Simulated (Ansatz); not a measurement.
The calculation used Ansatz 0.2.0, DFT PBE, scalar-relativistic, plane waves, PAW. Settings: cutoff 420 eV, Γ-centred meshes spaced at most about 0.3 Å⁻¹, and about 0.25 Å⁻¹ or finer for metals (2π included), Gaussian smearing. No spin polarisation in the final relaxations.

These are static total energies at zero pressure.

Two relaxed structures of Si4N:

A.

```
CELL_PARAMETERS angstrom
-1.99085 2.83809 3.63110
1.99085 -2.83809 3.63110
1.99085 2.83809 -3.63110
ATOMIC_POSITIONS crystal
Si 0.56819 0.83723 0.73096
Si 0.89372 0.16277 0.73096
Si 0.10628 0.83723 0.26904
Si 0.43181 0.16277 0.26904
N 0.00000 0.00000 0.00000
```

B.

```
CELL_PARAMETERS angstrom
-2.65380 2.65380 2.65380
2.65380 -2.65380 2.65380
2.65380 2.65380 -2.65380
ATOMIC_POSITIONS crystal
Si 0.00000 0.59223 0.00000
Si 0.40777 0.40777 0.40777
Si 0.00000 0.00000 0.59223
Si 0.59223 0.00000 0.00000
N 0.00000 0.00000 0.00000
```

Question: Which would you expect to be lower, and how large is the difference?

Answer: A is lower, by 202 meV/atom. A has space group Immm (No. 71), 16.4 Å³/atom and no gap on its mesh; B has space group I-43m (No. 217), 15.0 Å³/atom and no gap. Counting Si atoms around N (those within 1.25 times the shortest such distance or 1.15 times the sum of covalent radii, 1.27 where that leaves under three), A and B both have N 4. A holds Si–Si nets (shortest 2.36 Å); in B the shortest Si–Si distance is 2.74 Å, near bonding range too. The lower one is the more open, so pressure narrows the difference. Even the lower one lies +0.37 eV/atom against the reference forms of the elements (uncorrected), so neither is stable at this level. Both come from invented guesses. A third cell relaxed alike, in Cm, lies 191 meV/atom below the lower of the two; the I-43m cell fell into it when its atoms were moved at random.

Cells relaxed within their symmetry can be saddle points.
